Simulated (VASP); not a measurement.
# P (P4/mmm) in VASP: electric field gradients with PBEsol

Aim: the electric field gradients of P with PBEsol.

All numbers are computed with VASP 6.6.1; they aren't measurements. Logs are shortened: lines on timing, memory, paths and dates and some standing lists are left out, and cuts for length are marked.

### 1 The crystal as given

Symmetry: P4/mmm, No. 123, tetragonal system. The conventional cell has a = 4.273 Å, b = 4.273 Å, c = 4.378 Å, α = 90.00°, β = 90.00°, γ = 90.00°. Around P (site symmetry 4/mmm) lie 6 P at 4.27 to 4.38 Å.

This isn't the form of P at room conditions, which is orthorhombic.

### 2 Electric field gradients, PBEsol

INCAR reads:

```
SYSTEM = P
ALGO = Fast ; EDIFF = 1E-8
ENCUT = 520 ; GGA = PS
ISIF = 2 ; ISMEAR = -1
LASPH = .TRUE. ; LCHARG = .FALSE.
LEFG = .TRUE. ; LREAL = .FALSE.
LWAVE = .FALSE. ; NBANDS = 8
NELM = 60 ; PREC = Accurate
SIGMA = 0.03
```

KPOINTS reads:

```
k-points
0
G
  8 8 8
  0 0 0
```

POSCAR reads:

```
P
1.0
    4.2729048574      0.0000000000      0.0000000000
    0.0000000000      4.2729048574      0.0000000000
    0.0000000000      0.0000000000      4.3780000000
P
1
Direct
    0.0000000000      0.0000000000      0.0000000000
```

Potentials or basis: VASP PAW PBE potentials, release 64 (P).

Started as:

```
$ cat potpaw_PBE.64/P/POTCAR > POTCAR
$ mpirun -np 1 vasp_std > vasp.out
```

OUTCAR:

```text
SYSTEM = P
   EDIFF = 1E-8
   ENCUT = 520
   GGA = PS
   ISIF = 2
   ISMEAR = -1
   LASPH = .TRUE.
   LREAL = .FALSE.
   NELM = 60
   PREC = Accurate

 ion  position               nearest neighbor table
   1  0.000  0.000  0.000-

  LATTYP: Found a simple tetragonal cell.
 ALAT       =     4.2729048574
 C/A-ratio  =     1.0245957132

  Lattice vectors:

 A1 = (   4.2729048574,   0.0000000000,   0.0000000000)
 A2 = (   0.0000000000,   4.2729048574,   0.0000000000)
 A3 = (   0.0000000000,   0.0000000000,   4.3780000000)

Analysis of symmetry for initial positions (statically):
=====================================================================
 Subroutine PRICEL returns:
 Original cell was already a primitive cell.

 Routine SETGRP: Setting up the symmetry group for a
 simple tetragonal supercell.

 Subroutine GETGRP returns: Found 16 space group operations
 (whereof 16 operations were pure point group operations)
 out of a pool of 16 trial point group operations.

The static configuration has the point symmetry D_4h.

Analysis of symmetry for dynamics (positions and initial velocities):
=====================================================================
 Subroutine PRICEL returns:
 Original cell was already a primitive cell.

 Routine SETGRP: Setting up the symmetry group for a
 simple tetragonal supercell.

 Subroutine GETGRP returns: Found 16 space group operations
 (whereof 16 operations were pure point group operations)
 out of a pool of 16 trial point group operations.

The dynamic configuration has the point symmetry D_4h.

 Subroutine INISYM returns: Found 16 space group operations
 (whereof 16 operations are pure point group operations),
 and found     1 'primitive' translations

----------------------------------------------------------------------------------------

                                     Primitive cell

  volume of cell :      79.9323

  direct lattice vectors                    reciprocal lattice vectors
     4.272904857  0.000000000  0.000000000     0.234032826  0.000000000  0.000000000
     0.000000000  4.272904857  0.000000000     0.000000000  0.234032826  0.000000000
     0.000000000  0.000000000  4.378000000     0.000000000  0.000000000  0.228414801

  length of vectors
     4.272904857  4.272904857  4.378000000     0.234032826  0.234032826  0.228414801

  position of ions in fractional coordinates (direct lattice)
     0.000000000  0.000000000  0.000000000

  ion indices of the primitive-cell ions
   primitive index   ion index
                 1           1

----------------------------------------------------------------------------------------

 KPOINTS: k-points

Automatic generation of k-mesh.
 Grid dimensions read from file:
 generate k-points for:    8    8    8

 Generating k-lattice:

  Cartesian coordinates                     Fractional coordinates (reciprocal lattice)
     0.029254103  0.000000000  0.000000000     0.125000000  0.000000000  0.000000000
     0.000000000  0.029254103  0.000000000     0.000000000  0.125000000  0.000000000
     0.000000000  0.000000000  0.028551850     0.000000000  0.000000000  0.125000000

  Length of vectors
     0.029254103  0.029254103  0.028551850

  Shift w.r.t. Gamma in fractional coordinates (k-lattice)
     0.000000000  0.000000000  0.000000000

 Subroutine IBZKPT returns following result:
 ===========================================

 Found     75 irreducible k-points:

 Following reciprocal coordinates:
            Coordinates               Weight
  0.000000  0.000000  0.000000      1.000000
  0.125000  0.000000  0.000000      4.000000
  0.250000  0.000000  0.000000      4.000000
  0.375000  0.000000  0.000000      4.000000
  0.500000  0.000000  0.000000      2.000000
  0.125000  0.125000  0.000000      4.000000
[... 16 lines left out ...]
  0.375000  0.125000  0.125000     16.000000
  0.500000  0.125000  0.125000      8.000000
 [... further k-points ...]
   k-points           NKPTS =     75   k-points in BZ     NKDIM =     75   number of bands    NBANDS=      8
   number of dos      NEDOS =    301   number of ions     NIONS =      1
   total plane-waves  NPLWV =  36864
   dimension x,y,z NGX =    32 NGY =   32 NGZ =   36
   dimension x,y,z NGXF=    64 NGYF=   64 NGZF=   72
   ions per type =               1
   NGX,Y,Z   is equivalent  to a cutoff of  12.45, 12.45, 13.67 a.u.
   NGXF,Y,Z  is equivalent  to a cutoff of  24.90, 24.90, 27.34 a.u.
 SYSTEM =  P
   PREC   = accura    normal or accurate (medium, high low for compatibility)
   ISTART =      0    job   : 0-new  1-cont  2-samecut
   ICHARG =      2    charge: 1-file 2-atom 10-const
   ISPIN  =      1    spin polarized calculation?
   LNONCOLLINEAR =      F non collinear calculations
   LSORBIT =      F    spin-orbit coupling
   LASPH  =      T    aspherical Exc in radial PAW
   ENCUT  =  520.0 eV  38.22 Ry    6.18 a.u.   7.94  7.94  8.14*2*pi/ulx,y,z
   NELM   =     60;   NELMIN=  2; NELMDL= -5     # of ELM steps
   EDIFF  = 0.1E-07   stopping-criterion for ELM
   LREAL  =      F    real-space projection
   EDIFFG = 0.1E-06   stopping-criterion for IOM
   NSW    =      0    number of steps for IOM
   IBRION =     -1    ionic relax: 0-MD 1-quasi-New 2-CG
   NFREE  =      0    steps in history (QN), initial steepest desc. (CG)
   ISIF   =      2    stress and relaxation
   ISYM   =      2    0-nonsym 1-usesym 2-fastsym
   POTIM  = 0.5000    time-step for ionic-motion
   TEBEG  =    0.0;   TEEND  =   0.0 temperature during run
   PSTRESS=    0.0 pullay stress
   NELECT =       5.0000    total number of electrons
   NUPDOWN=      -1.0000    fix difference up-down
   EMIN   =  10.00;   EMAX   =-10.00  energy-range for DOS
   EFERMI =   0.00;   METHOD = LEGACY
   ISMEAR =    -1;   SIGMA  =   0.03  broadening in eV -4-tet -1-fermi 0-gaus
   EFERMI_NEDOS =   21; number of points for ismear=-14 and -15
   IALGO  =     68    algorithm
   IMIX   =      4    mixing-type and parameters
     AMIX     =   0.40;   BMIX     =  1.00
     AMIX_MAG =   1.60;   BMIX_MAG =  1.00
  volume/ion in A,a.u.               =      79.93       539.41
  Fermi-wavevector in a.u.,A,eV,Ry     =   0.649866  1.228069  5.746099  0.422326
  Thomas-Fermi vector in A             =   1.718961
   LORBIT       =      0    0 simple, 1 ext, 2 COOP (PROOUT), +10 PAW based schemes
   GGA     = PS    functional components
   LHFCALC =     F    Hartree Fock is set to
   AEXX    =    0.0000 exact exchange contribution
   IVDW    =     0    specifies the selected vdW correction
   LEPSILON=     F    determine dielectric tensor
   LRPA    =     F    only Hartree local field effects (RPA)
 non-spin polarized calculation
 RMM-DIIS sequential band-by-band and
  energy-cutoff  :      520.00
  volume of cell :       79.93
 maximum number of plane-waves:      2208
 NGX is ok and might be reduce to    32
   NGX = 15   NGY = 15   NGZ = 17

 number of electron       4.9999999 magnetization

 Free energy of the ion-electron system (eV)
  ---------------------------------------------------
  ext. energy  EPLUGINS =         0.00000000
  ---------------------------------------------------
  free energy    TOTEN  =        -1.16689273 eV

  energy without entropy =       -1.15251725  energy(sigma->0) =       -1.15970499

 E-fermi :  -3.0869     XC(G=0):  -5.0599

 val. band max:       -3.0874519156   @ k =   0.3750   0.1250   0.2500
 cond. band min:      -3.0787059385   @ k =   0.5000   0.0000   0.2500
 fundamental gap:      0.0087459770
 Fermi energy:        -3.0868962134

 k-point     1 :       0.0000    0.0000    0.0000
  band No.  band energies     occupation
      1     -11.8165      2.00000
      2      -2.6366      0.00000
      3      -2.5288      0.00000
      4      -2.5288      0.00000
      5       1.5408      0.00000
      6       4.3570      0.00000
      7       4.4410      0.00000
      8       8.9629      0.00000
[... 243 lines left out ...]
 k-point    24 :       0.5000    0.1250    0.1250
  band No.  band energies     occupation
      1     -11.6039      2.00000
      2      -3.8407      2.00000
      3      -2.6575      0.00000
      4      -2.5774      0.00000
      5       3.9884      0.00000
      6       4.0321      0.00000
      7       5.5384      0.00000
      8       5.7560      0.00000

 [... further k-points ...]

------------------------ aborting loop because EDIFF is reached ----------------------------------------

  FORCE on cell =-STRESS in cart. coord.  units (eV):
  Direction    XX          YY          ZZ          XY          YZ          ZX
  --------------------------------------------------------------------------------------
  -------------------------------------------------------------------------------------
  Total       -1.9967713     -1.9967713     -1.7992013      0.0000000     -0.0000000      0.0000000
  in kB      -40.0236514    -40.0236514    -36.0635209      0.0000000     -0.0000000      0.0000000
  external PRESSURE =     -38.7036079 kB  Pullay stress =       0.0000000 kB

 VOLUME and BASIS-vectors are now :
 -----------------------------------------------------------------------------
  energy-cutoff  :      520.00
  volume of cell :       79.93
      direct lattice vectors                 reciprocal lattice vectors
     4.272904857  0.000000000  0.000000000     0.234032826  0.000000000  0.000000000
     0.000000000  4.272904857  0.000000000     0.000000000  0.234032826  0.000000000
     0.000000000  0.000000000  4.378000000     0.000000000  0.000000000  0.228414801

 POSITION                                       TOTAL-FORCE (eV/Angst)
 -----------------------------------------------------------------------------------
      0.00000      0.00000      0.00000         0.000000      0.000000      0.000000
 -----------------------------------------------------------------------------------
    total drift:                                0.000000      0.000000      0.000000

  FREE ENERGIE OF THE ION-ELECTRON SYSTEM (eV)
  ---------------------------------------------------
  free  energy   TOTEN  =        -1.1668927336 eV

  energy  without entropy=       -1.1525172461  energy(sigma->0) =       -1.15970499

 Electric field gradients (V/A^2)
---------------------------------------------------------------------
 ion       V_xx      V_yy      V_zz      V_xy      V_xz      V_yz
---------------------------------------------------------------------
   1       0.226     0.226    -0.452    -0.000    -0.000     0.000
---------------------------------------------------------------------

 Electric field gradients after diagonalization (V/A^2)
 (convention: |V_zz| > |V_xx| > |V_yy|)
----------------------------------------------------------------------
 ion       V_xx      V_yy      V_zz     asymmetry (V_yy - V_xx)/ V_zz
----------------------------------------------------------------------
   1       0.226     0.226    -0.452       0.000
----------------------------------------------------------------------

           NMR quadrupolar parameters

 Cq : quadrupolar parameter    Cq=e*Q*V_zz/h
 eta: asymmetry parameters     (V_yy - V_xx)/ V_zz
 Q  : nuclear electric quadrupole moment in mb (millibarn)
----------------------------------------------------------------------
 ion       Cq(MHz)       eta       Q (mb)
----------------------------------------------------------------------
   1      -0.001       0.000       1.000
----------------------------------------------------------------------
```

It took 14 s on 1 thread of Intel Xeon 6975P-C (Granite Rapids), shared host; peak memory 0.2 GiB.

What came out:

- Free energy: -1.1669 eV
- Pressure: -3.9 GPa
- Band gap on the k mesh: none (metal or under the smearing width)

Stress tensor (GPa, compression positive):
```
-4.00  0.00  0.00
 0.00 -4.00  0.00
 0.00  0.00 -3.61
```

Levels at points of the mesh, in eV from the Fermi level:
```csv
k point,band 1,band 2,band 3,band 4,band 5,band 6
"(0.00, 0.00, 0.00)",-8.73,0.45,0.56,0.56,4.63,7.44
"(0.50, 0.00, 0.00)",-8.56,-0.83,0.60,0.70,6.51,7.55
"(0.50, 0.50, 0.00)",-8.40,-0.53,-0.53,0.74,5.86,8.13
"(0.00, 0.00, 0.50)",-8.59,-0.78,0.68,0.68,6.48,7.47
"(0.50, 0.00, 0.50)",-8.43,-0.57,-0.48,0.81,5.85,8.12
"(0.50, 0.50, 0.50)",-8.28,-0.32,-0.32,-0.23,6.87,6.97
```

Electric field gradients, principal values (V/Å²):
```tsv
atom	Vxx	Vyy	Vzz
1 P	0.226	0.226	-0.452
```

Caveat: the PAW data sets were made with another functional, which shifts forces and pressure a little.
